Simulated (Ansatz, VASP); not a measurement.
## Se: VASP beside Ansatz

The input INCAR:

```
SYSTEM = Se
PREC = Accurate ; ENCUT = 600
EDIFF = 1E-6 ; ISMEAR = 0
SIGMA = 0.1 ; LREAL = .FALSE.
LASPH = .TRUE. ; NELM = 80
ALGO = Normal ; ISIF = 3
LWAVE = .FALSE. ; LCHARG = .FALSE.
GGA = PE ; IBRION = 2
NSW = 90 ; EDIFFG = -0.04
```

Contents of KPOINTS:

```
Automatic mesh
0
G
  6 6 4
  0 0 0
```

POSCAR

```
Se
1.0
    3.5951919900      0.0000000000      0.0000000000
   -1.7975960000      3.1135276000      0.0000000000
    0.0000000000      0.0000000000      5.9903896100
Se
4
Direct
    0.0000000000      0.0000000000      0.8025568000
    0.0000000000      0.0000000000      0.1974432000
    0.3333333300      0.6666666700      0.6146058900
    0.6666666700      0.3333333300      0.3853941100
```

Input for Ansatz:

```yaml
crystal:
  lattice:
    - [3.59519199, 0.0, 0.0]
    - [-1.797596, 3.1135276, 0.0]
    - [0.0, 0.0, 5.99038961]
  atoms:
    - { symbol: Se, position: [0.0, 0.0, 0.8025568] }
    - { symbol: Se, position: [0.0, 0.0, 0.1974432] }
    - { symbol: Se, position: [0.33333333, 0.66666667, 0.61460589] }
    - { symbol: Se, position: [0.66666667, 0.33333333, 0.38539411] }
basis:
  ecutwfc: 420
kpoints:
  mp_grid: { grid: [6, 6, 4] }
hamiltonian:
  xc: pbe
scf:
  occupations: { method: gaussian, width: 0.1 }
  lower_state_search: "off"
output:
  forces: true
  stress: true
  eigenvalues: true
relax:
  adjacent_minimum: "off"
  f_tol: 0.04
  max_steps: 70
  cell: { stress_tol: 0.4 }
```

Alike in both runs: task relaxation of cell and atoms; functional PBE; k mesh 6 × 6 × 4; occupations gaussian, width 0.1 eV; no spin polarisation.

|  | VASP | Ansatz |
| --- | --- | --- |
| version | VASP 6.6.1 | Ansatz 0.2.0 |
| potentials or method | VASP PAW PBE potentials, release 64 (Se) | scalar-relativistic, plane waves, PAW |
| plane-wave cutoff (eV) | 600 | 420 |
| valence electrons in the cell | 24 | 64 |

|  | VASP | Ansatz | Ansatz less VASP |
| --- | --- | --- | --- |
| gap on the k mesh at the Fermi level, each at its own relaxed structure (eV) | none | none | - |
| relaxed volume (Å³/atom) | 25.61 | 25.62 | +0.015 |
| relaxed cell length with the largest relative difference (Å) | 7.463 | 7.467 | +0.0035 |
| energy change over the relaxation (meV/atom) | -1434 | -1423 | +11.0 |

A gap of «none» marks a metal or a gap that the smearing closes. The two sets of potentials don't hold the same shells in valence.

Caveats: the volume moved by over 15 % at a fixed basis, so the end points are rough (VASP).
